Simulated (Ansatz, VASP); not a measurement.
**One calculation of VSi2, two programs**

```
CELL_PARAMETERS angstrom
4.49747 0.00000 0.00000
-2.24874 3.89493 0.00000
0.00000 0.00000 6.29581
ATOMIC_POSITIONS crystal
V 0.00000 0.50000 0.16667
V 0.50000 0.50000 0.83333
V 0.50000 0.00000 0.50000
Si 0.83690 0.67380 0.50000
Si 0.16310 0.83690 0.83333
Si 0.67380 0.83690 0.16667
Si 0.16310 0.32620 0.50000
Si 0.83690 0.16310 0.83333
Si 0.32620 0.16310 0.16667
```

Alike in both runs: functional PBE; dispersion D3(BJ); k mesh 9 × 9 × 6; occupations gaussian, width 0.1 eV; no spin polarisation.

Ansatz relaxed the structure, and its values are those at the end. VASP's run is a single point on that final structure, the one shown.

```csv
,VASP,Ansatz
version,VASP 6.6.1,Ansatz 0.2.0
potentials or method,"VASP PAW PBE potentials, release 64 (V_sv, Si)","scalar-relativistic, plane waves, PAW"
plane-wave cutoff (eV),520,420
valence electrons in the cell,63,63
```

```tsv
	VASP	Ansatz	Ansatz less VASP
gap on the k mesh at the Fermi level (eV)	none	none	-
pressure (GPa)	0.0	0.0	+0.05
```

A gap of «none» marks a metal or a gap that the smearing closes.

Caveats: pairwise dispersion overbinds metals, which lowers pressure and volume.
